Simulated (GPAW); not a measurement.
Runs of GPAW 26.7.0 on HfO2. It takes space group Fm-3m (No. 225, cubic). The conventional cell has a = 5.115 Å, b = 5.115 Å, c = 5.115 Å, α = 90.00°, β = 90.00°, γ = 90.00°. Around Hf (site symmetry m-3m) lie 8 O at 2.21 Å. Around O (site symmetry -43m) lie 4 Hf at 2.21 Å. Measurements of this composition are mostly on another form, of space group No. 14.

```tsv
task	level	potentials or basis	U	k mesh	smearing	band path	band points	gap on the mesh (eV)	pressure (GPa)	V0 of scaled cells (Å³/atom)	B0 (GPa)
single point	PBE	GPAW PAW data sets (gpaw-data 1.2.1), pw	-	9 × 9 × 9	gaussian 0.028 eV	-	-	3.84	(b)	-	-
equation of state	PBE	GPAW PAW data sets (gpaw-data 1.2.1), pw	-	7 × 7 × 7	fermi-dirac 0.05 eV	-	-	-	-	11.03	252
band structure	PBEsol+U	PAW data sets generated in the run's folder for this functional, pw	Hf d U = 8 eV	9 × 9 × 9	fermi-dirac 0.05 eV	GXWKGLUWLK,UX	80	4.98	13.1	-	-
band structure	RPBE	the program's PAW data sets (release 1.2.1) made for this functional, pw	-	9 × 9 × 9	fermi-dirac 0.05 eV	GXWKGLUWLK,UX	100	3.92	(a)	-	-
equation of state	PBE	PAW data sets generated in the run's folder for this functional, pw	-	7 × 7 × 7	fermi-dirac 0.05 eV	-	-	-	-	11.03	252
```

Alike in all rows: no spin polarisation; cell as given; cutoff (eV) 800.

Task: Estimate the missing entries.

Result: (a) 2.7; (b) -2.8.

Caveats: spin-orbit coupling is left out, which moves the levels of the heavy elements (some runs); an odd mesh through Γ misses points on the zone boundary, where band edges often lie (some runs); the mesh misses the band edges, which the band path finds closer together (some runs).

A k mesh can miss the band edges, and the runs leave out spin-orbit coupling on Hf.

Not every run made on this cell is shown here.
